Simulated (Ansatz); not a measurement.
**From a trial cell to the properties of Cu (fcc)**

**The experiment.** The Crystallography Open Database holds a measured cell of cubic Cu (space group Fm-3m) at 293 K (1988, doi:10.1007/BF01174717): a = 3.613 Å, 11.79 Å³/atom.

Method: PBEsol, scalar-relativistic; no spin polarisation; PAW, 420 eV, 20×20×20 k-mesh, Gaussian smearing of 0.05 eV; code Ansatz; PAW files: Ansatz's generated set soft_2.

Starting cell, 0 % under the database's volume:

```cif
data_structure
_symmetry_space_group_name_H-M 'P 1'
_symmetry_Int_Tables_number 1
_cell_length_a 2.5527
_cell_length_b 2.5527
_cell_length_c 2.5527
_cell_angle_alpha 60.000
_cell_angle_beta 60.000
_cell_angle_gamma 60.000
_cell_volume 11.76
loop_
_atom_site_label
_atom_site_type_symbol
_atom_site_fract_x
_atom_site_fract_y
_atom_site_fract_z
_atom_site_occupancy
Cu1 Cu 0.00000 0.00000 0.00000 1
```

The first steps of the search for zero pressure:

```
run   level    k-mesh        kind  V (Å³/atom)  P (GPa)  gap on the mesh (eV)
  1  PBEsol  20×20×20  fixed cell        11.76     -5.9                 metal
```

Task: At which volume does PBEsol reach zero pressure?

Result: 11.32 Å³/atom, about 3.8 % under the start.

The steps that followed:

```
run   level    k-mesh        kind  V (Å³/atom)  P (GPa)  E − E(final) (meV/atom)  gap on the mesh (eV)
  2  PBEsol  20×20×20  fixed cell        11.30      0.3                      0.0                 metal
  3  PBEsol  20×20×20  fixed cell        11.32      0.0                      0.0                 metal
```

Cell and atoms are those of this level's equilibrium.

The final structure (symmetry read at 0.01 Å). It takes space group Fm-3m (No. 225, cubic). The conventional cell has a = 3.564 Å, b = 3.564 Å, c = 3.564 Å, α = 90.00°, β = 90.00°, γ = 90.00°. Cu (site symmetry m-3m) has 12 Cu at 2.52 Å as nearest neighbours. (Neighbours are counted to 15 % beyond the shortest distance.)

- At the final geometry the gap, band path included, is zero (metallic).

**Why it comes out so.**

With 19 valence electrons in the calculation's cell and no magnetic order, the bands, two electrons each, can't all be full or empty: band theory demands a metal. (Only strong correlation, outside this picture, could make a Mott insulator of it.)

**Against experiment.** PBEsol gives 3.564 Å and 11.32 Å³/atom, −4.0 % in volume (−1.4 % in length) from the database's cell. That is a large miss for PBEsol, or the entry is off.
